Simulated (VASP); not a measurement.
Method: vdW-DF-cx, VASP's PBE PAW potentials (set 64) (plane waves; VASP).

The input files of a VASP run:

### POSCAR
```
ZrO2
1
    0.0000000000     2.5139193288     2.5139193288
    2.5139193288     0.0000000000     2.5139193288
    2.5139193288     2.5139193288     0.0000000000
Zr O
1 2
Direct
  0.0000000000   0.0000000000   0.0000000000
  0.2500000000   0.2500000000   0.2500000000
  0.7500000000   0.7500000000   0.7500000000
```

KPOINTS:
```
Automatic mesh
0
Gamma
8 8 8
0 0 0
```

### INCAR
```
SIGMA=0.05
ISMEAR=0   # Gaussian
SYSTEM=ZrO2
GGA=CX
ISIF=2
LREAL=.False.   # projection in real space or not
ALGO=Normal   # blocked Davidson
LASPH=.True.   # aspherical one-centre terms
AGGAC=0.0
LWAVE=.False.
LUSE_VDW=.True.
NELM=100
EDIFF=1E-7   # SCF stop (eV)
LCHARG=.False.
LMAXMIX=4
ENCUT=520   # plane-wave cut-off (eV)
PREC=Accurate
```

POTCAR, in this order: Zr_sv O (PBE.64 set). Program: vasp_std.

The resulting files:

### OSZICAR
```
       N       E                     dE             d eps       ncg     rms          rms(c)
DAV:   1     0.198877845317E+03    0.19888E+03   -0.14687E+04   928   0.154E+03
DAV:   2    -0.216319650599E+02   -0.22051E+03   -0.21700E+03  1216   0.388E+02
DAV:   3    -0.291223748166E+02   -0.74904E+01   -0.74835E+01  1296   0.747E+01
DAV:   4    -0.293624156269E+02   -0.24004E+00   -0.24000E+00  1416   0.982E+00
DAV:   5    -0.293651739249E+02   -0.27583E-02   -0.27583E-02  1144   0.966E-01    0.269E+01
DAV:   6    -0.234126775433E+02    0.59525E+01   -0.33322E+01  1016   0.460E+01    0.112E+01
DAV:   7    -0.233694687262E+02    0.43209E-01   -0.12785E+00  1312   0.933E+00    0.685E+00
DAV:   8    -0.233399793646E+02    0.29489E-01   -0.15633E-01  1224   0.423E+00    0.437E-01
DAV:   9    -0.233397724082E+02    0.20696E-03   -0.18302E-02  1264   0.937E-01    0.299E-01
DAV:  10    -0.233405312779E+02   -0.75887E-03   -0.53423E-03  1088   0.728E-01    0.154E-01
DAV:  11    -0.233405052297E+02    0.26048E-04   -0.15197E-03  1160   0.333E-01    0.132E-01
DAV:  12    -0.233404651194E+02    0.40110E-04   -0.23015E-04  1008   0.126E-01    0.534E-03
DAV:  13    -0.233404661466E+02   -0.10272E-05   -0.11404E-05  1200   0.259E-02    0.463E-03
DAV:  14    -0.233404661636E+02   -0.16963E-07   -0.21021E-06  1144   0.956E-03    0.584E-03
DAV:  15    -0.233404660371E+02    0.12643E-06   -0.16095E-07   832   0.403E-03    0.791E-04
DAV:  16    -0.233404660289E+02    0.82555E-08   -0.14603E-08   624   0.107E-03
   1 F= -.23340466E+02 E0= -.23340466E+02  d E =-.192918E-16
```

File OUTCAR:
```
------------------------ aborting loop because EDIFF is reached ----------------------------------------
  FORCE on cell =-STRESS in cart. coord.  units (eV):
  Direction    XX          YY          ZZ          XY          YZ          ZX
  --------------------------------------------------------------------------------------
  Total        1.6257758      1.6257758      1.6257758      0.0000000      0.0000000      0.0000000
  in kB       81.9760946     81.9760946     81.9760946      0.0000000      0.0000000      0.0000000
  external PRESSURE =      81.9760946 kB  Pullay stress =       0.0000000 kB
  volume of cell :       31.77
      direct lattice vectors                 reciprocal lattice vectors
     0.000000000  2.513919329  2.513919329    -0.198892619  0.198892619  0.198892619
     2.513919329  0.000000000  2.513919329     0.198892619 -0.198892619  0.198892619
     2.513919329  2.513919329  0.000000000     0.198892619  0.198892619 -0.198892619
 POSITION                                       TOTAL-FORCE (eV/Angst)
 -----------------------------------------------------------------------------------
      0.00000      0.00000      0.00000        -0.000000     -0.000000      0.000000
      1.25696      1.25696      1.25696         0.000000      0.000000     -0.000000
      3.77088      3.77088      3.77088        -0.000000      0.000000      0.000000
 -----------------------------------------------------------------------------------
    total drift:                                0.000000      0.000000      0.000000
  FREE ENERGIE OF THE ION-ELECTRON SYSTEM (eV)
  ---------------------------------------------------
  free  energy   TOTEN  =       -23.3404660289 eV

  energy  without entropy=      -23.3404660289  energy(sigma->0) =      -23.34046603
```
(Selected blocks of OUTCAR.)

File OUTCAR:
```
 val. band max:        7.5244953197   @ k =   0.5000   0.5000   0.0000

 cond. band min:      10.9543638698   @ k =   0.0000   0.0000   0.0000


 Fermi energy:         7.7973462024

 k-point     1 :       0.0000    0.0000    0.0000
  band No.  band energies     occupation
      1     -40.3121      2.00000
      2     -18.1696      2.00000
      3     -18.1696      2.00000
      4     -18.1696      2.00000
      5     -10.7781      2.00000
      6      -8.0495      2.00000
      7       2.0644      2.00000
      8       2.0644      2.00000
      9       2.0644      2.00000
     10       6.9701      2.00000
     11       6.9701      2.00000
     12       6.9701      2.00000
     13      10.9544      0.00000
     14      10.9544      0.00000
     15      14.2803      0.00000
     16      17.3645      0.00000

 k-point     2 :       0.1250    0.0000    0.0000
  band No.  band energies     occupation
      1     -40.3038      2.00000
      2     -18.3042      2.00000
      3     -18.1818      2.00000
      4     -18.1818      2.00000
      5     -10.5347      2.00000
      6      -8.2223      2.00000
      7       2.2220      2.00000
      8       2.2220      2.00000
      9       2.5142      2.00000
     10       6.5993      2.00000
     11       6.6750      2.00000
     12       6.6750      2.00000
     13      11.2654      0.00000
     14      11.2654      0.00000
     15      14.7420      0.00000
     16      16.8021      0.00000

 k-point     3 :       0.2500    0.0000    0.0000
  band No.  band energies     occupation
      1     -40.2835      2.00000
      2     -18.6036      2.00000
      3     -18.2110      2.00000
      4     -18.2110      2.00000
      5     -10.0257      2.00000
      6      -8.5148      2.00000
      7       2.6060      2.00000
      8       2.6060      2.00000
      9       3.5607      2.00000
     10       5.8616      2.00000
     11       6.1684      2.00000
     12       6.1684      2.00000
     13      11.7096      0.00000
...
```

The compound is ZrO2 in the fluorite structure, the high-temperature cubic form, which is unstable at 0 K; the monoclinic form is the stable one. This cell is one point of a volume scan, at 0.97 of the reference volume.
